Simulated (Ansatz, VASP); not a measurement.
# Two plane-wave programs on CaSe

The input POSCAR:

```
CaSe
1.0
    0.0000000000      2.9675351117      2.9675351117
    3.1396521481      0.0000000000      2.9675351117
    3.1396521481      2.9675351117      0.0000000000
Ca Se
1 1
Direct
    0.0000000000      0.0000000000      0.0000000000
    0.5000000000      0.5000000000      0.5000000000
```

File INCAR.step1:

```
ALGO     = Normal         # electronic algorithm
EDIFF    = 1E-4           # SCF threshold, eV
ENCUT    = 520            # plane-wave cutoff, eV
GGA      = PE             # functional
ISMEAR   = 0              # smearing method
LASPH    = T              # aspherical terms in the spheres
LCHARG   = F              # write CHGCAR
LREAL    = F              # projectors in reciprocal space
LWAVE    = T              # write WAVECAR
NBANDS   = 15             # bands
NELM     = 60             # most SCF steps
PREC     = Accurate       # precision mode
SIGMA    = 0.01           # smearing width, eV
```

The input INCAR.step2:

```
ALGO     = Normal         # electronic algorithm
EDIFF    = 1E-7           # SCF threshold, eV
ENCUT    = 520            # plane-wave cutoff, eV
ISIF     = 2              # what is computed and relaxed
ISMEAR   = 0              # smearing method
ISTART   = 1            
LASPH    = T              # aspherical terms in the spheres
LCHARG   = F              # write CHGCAR
LMIXTAU  = T            
LREAL    = F              # projectors in reciprocal space
LWAVE    = F              # write WAVECAR
METAGGA  = R2SCAN         # meta-GGA
NBANDS   = 15             # bands
NELM     = 60             # most SCF steps
PREC     = Accurate       # precision mode
SIGMA    = 0.01           # smearing width, eV
```

Contents of KPOINTS:

```
k-points
0
Gamma
  8 8 8
```

Input for Ansatz:

```yaml
crystal:
  lattice:
    - [0.0, 2.9675351117, 2.9675351117]
    - [3.1396521481, 0.0, 2.9675351117]
    - [3.1396521481, 2.9675351117, 0.0]
  atoms:
    - { symbol: Ca, position: [0.0, 0.0, 0.0] }
    - { symbol: Se, position: [0.5, 0.5, 0.5] }
kpoints:
  mp_grid: { grid: [8, 8, 8] }
  band_path:
    path:
      - [0.0, 0.0, 0.0]
      - [0.5, 0.0, 0.5]
      - [0.625, 0.25, 0.625]
      - [0.375, 0.375, 0.75]
      - [0.5, 0.5, 0.5]
      - [0.5, 0.25, 0.75]
    npoints: 1
hamiltonian:
  xc: r2scan
scf:
  occupations: { method: fixed }
  n_extra_bands: 4
output:
  forces: true
  stress: true
  eigenvalues: true
```

Change from the starting cell: uniaxial_x strain +5.8%.

Alike in both runs: task single point; functional r2SCAN; k mesh 8 × 8 × 8; no spin polarisation.

|  | VASP | Ansatz |
| --- | --- | --- |
| version | VASP 6.6.1 | Ansatz 0.2.0 |
| potentials or method | VASP PAW PBE potentials, release 64 (Ca_sv, Se) | plane waves, PAW |
| plane-wave cutoff (eV) | 520 | 500 |
| occupations | gaussian, width 0.01 eV | fixed |
| valence electrons in the cell | 16 | 26 |

|  | VASP | Ansatz | Ansatz less VASP |
| --- | --- | --- | --- |
| gap on the k mesh at the Fermi level (eV) | 2.63 | 2.63 | 0.000 |
| pressure (GPa) | -2.1 | -2.3 | -0.19 |
| largest component of the traceless stress (GPa) | 2.51 | 2.43 | -0.079 |

The two sets of potentials don't hold the same shells in valence.

Caveats: the PAW data sets were made with another functional, which shifts forces and pressure a little (VASP). A k mesh can miss the band edges.
